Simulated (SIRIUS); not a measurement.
# Sc under changes of volume

One of the cells (25.758 Å³/atom); the others are scaled copies at fixed shape and fractional positions:

```
Sc
1.0
    -1.92990    1.92990    1.72898
     1.92990   -1.92990    1.72898
     1.92990    1.92990   -1.72898
Sc
1
Direct
  0.00000 0.00000 0.00000
```

This isn't the form of Sc at room conditions, which is hcp.

* Program: SIRIUS 7.10.0
* Functional: PBE
* Potentials or basis: PseudoDojo 0.4.1 PBE standard (scalar relativistic)
* Cutoff: 1078 eV
* Density cutoff: 4311 eV
* k mesh: 10 × 10 × 10
* Occupations: fermi-dirac, width 0.05 eV
* Spin: no spin polarisation

```tsv
volume (Å³/atom)	energy over the lowest point (meV/atom)	pressure (GPa)
23.738	8.31	2.6
24.243	2.34	1.4
24.748	0.00	0.2
25.758	5.15	-1.7
26.264	12.13	-2.6
26.769	?	?
```

Task: What does the run at 26.769 Å³/atom give?

Result: Energy over the lowest point 21.74 meV/atom; pressure -3.4 GPa.

Worked out: A Birch-Murnaghan fit of order 3 (a polynomial in V^(-2/3)) to the other rows has its minimum at 24.84 Å³/atom with B0 = V·E''(V) = 52 GPa and B' = 3.0 at fixed shape and positions, which overstates the stiffness. It gives 21.73 meV/atom at 26.769 Å³/atom, against the run's 21.74, and -dE/dV = -3.4 GPa, against -3.4.

Energies are extrapolated to zero smearing.
